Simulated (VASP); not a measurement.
Output of a VASP run:

**OSZICAR**
```
       N       E                     dE             d eps       ncg     rms          rms(c)
DAV:   1     0.154583742643E+03    0.15458E+03   -0.13345E+04   512   0.140E+03
DAV:   2    -0.130629790992E+02   -0.16765E+03   -0.16398E+03   680   0.295E+02
DAV:   3    -0.187707047720E+02   -0.57077E+01   -0.57023E+01   656   0.628E+01
DAV:   4    -0.188670136291E+02   -0.96309E-01   -0.96300E-01   672   0.715E+00
DAV:   5    -0.188708018946E+02   -0.37883E-02   -0.37883E-02   680   0.969E-01    0.865E+00
DAV:   6    -0.170740438028E+02    0.17968E+01   -0.98408E+00   512   0.253E+01    0.438E+00
DAV:   7    -0.170755225107E+02   -0.14787E-02   -0.38540E-01   632   0.559E+00    0.224E+00
DAV:   8    -0.170937425367E+02   -0.18220E-01   -0.59094E-02   560   0.295E+00    0.297E-01
DAV:   9    -0.171015913190E+02   -0.78488E-02   -0.16388E-02   592   0.932E-01    0.148E-01
DAV:  10    -0.171041294579E+02   -0.25381E-02   -0.39053E-03   528   0.465E-01    0.433E-02
DAV:  11    -0.171041352799E+02   -0.58220E-05   -0.41946E-04   696   0.163E-01    0.251E-02
DAV:  12    -0.171041448744E+02   -0.95945E-05   -0.93888E-05   512   0.727E-02    0.282E-03
DAV:  13    -0.171041455527E+02   -0.67825E-06   -0.23840E-06   704   0.112E-02    0.327E-03
DAV:  14    -0.171041457817E+02   -0.22902E-06   -0.64733E-08   400   0.213E-03    0.151E-03
DAV:  15    -0.171041459476E+02   -0.16591E-06   -0.31153E-07   512   0.423E-03    0.661E-04
DAV:  16    -0.171041459412E+02    0.64360E-08   -0.21891E-08   384   0.115E-03
   1 F= -.17368007E+02 E0= -.17368007E+02  d E =-.315840E-14
```

OUTCAR:
```
------------------------ aborting loop because EDIFF is reached ----------------------------------------
 Edisp (eV)   -0.26386
  FORCE on cell =-STRESS in cart. coord.  units (eV):
  Direction    XX          YY          ZZ          XY          YZ          ZX
  --------------------------------------------------------------------------------------
  Total       0.63281     0.63281     0.63281    -0.00000    -0.00000    -0.00000
  in kB      17.09174    17.09174    17.09174    -0.00000    -0.00000    -0.00000
  external pressure =       17.09 kB  Pullay stress =        0.00 kB
  volume of cell :       59.32
      direct lattice vectors                 reciprocal lattice vectors
     0.000000000  3.095437132  3.095437132    -0.161528075  0.161528075  0.161528075
     3.095437132  0.000000000  3.095437132     0.161528075 -0.161528075  0.161528075
     3.095437132  3.095437132  0.000000000     0.161528075  0.161528075 -0.161528075
 POSITION                                       TOTAL-FORCE (eV/Angst)
 -----------------------------------------------------------------------------------
      0.00000      0.00000      0.00000         0.000000      0.000000      0.000000
      1.54772      1.54772      1.54772        -0.000000     -0.000000     -0.000000
      4.64316      4.64316      4.64316         0.000000      0.000000      0.000000
 -----------------------------------------------------------------------------------
    total drift:                                0.000000      0.000000      0.000000
  FREE ENERGIE OF THE ION-ELECTRON SYSTEM (eV)
  ---------------------------------------------------
  free  energy   TOTEN  =       -17.3680073687 eV

  energy  without entropy=      -17.3680073687  energy(sigma->0) =      -17.36800737
```
(Selected blocks of OUTCAR.)

**POSCAR**
```
BaF2
1
    0.0000000000     3.0954371317     3.0954371317
    3.0954371317     0.0000000000     3.0954371317
    3.0954371317     3.0954371317     0.0000000000
Ba F
1 2
Direct
  0.0000000000   0.0000000000   0.0000000000
  0.2500000000   0.2500000000   0.2500000000
  0.7500000000   0.7500000000   0.7500000000
```

Question: Reconstruct the remaining input files.

Answer: Several could match; the one computed here: the input of the run itself, PBE GGA with D3 dispersion (zero damping), plane waves, VASP's PBE PAW potentials (set 64).

File KPOINTS:
```
Automatic mesh
0
Gamma
6 6 6
0 0 0
```

INCAR:
```
LMAXMIX = 4   ! l cut-off of mixed one-centre charges
ALGO = Normal
SIGMA = 0.05
LWAVE = .False.
GGA = PE   ! PBE
ENCUT = 520   ! plane-wave cut-off (eV)
NELM = 100
IVDW = 11
PREC = Accurate
LASPH = .True.   ! aspherical one-centre terms
ISIF = 2   ! forces and stress, cell fixed
LCHARG = .False.
ISMEAR = 0   ! Gaussian
LREAL = .False.
EDIFF = 1E-7   ! SCF stop (eV)
SYSTEM = BaF2
```

POTCAR, in this order: Ba_sv F (PBE.64 set). Program: vasp_std.

The compound is BaF2 in the fluorite structure. This cell is one point of a volume scan, at 0.97 of the reference volume.
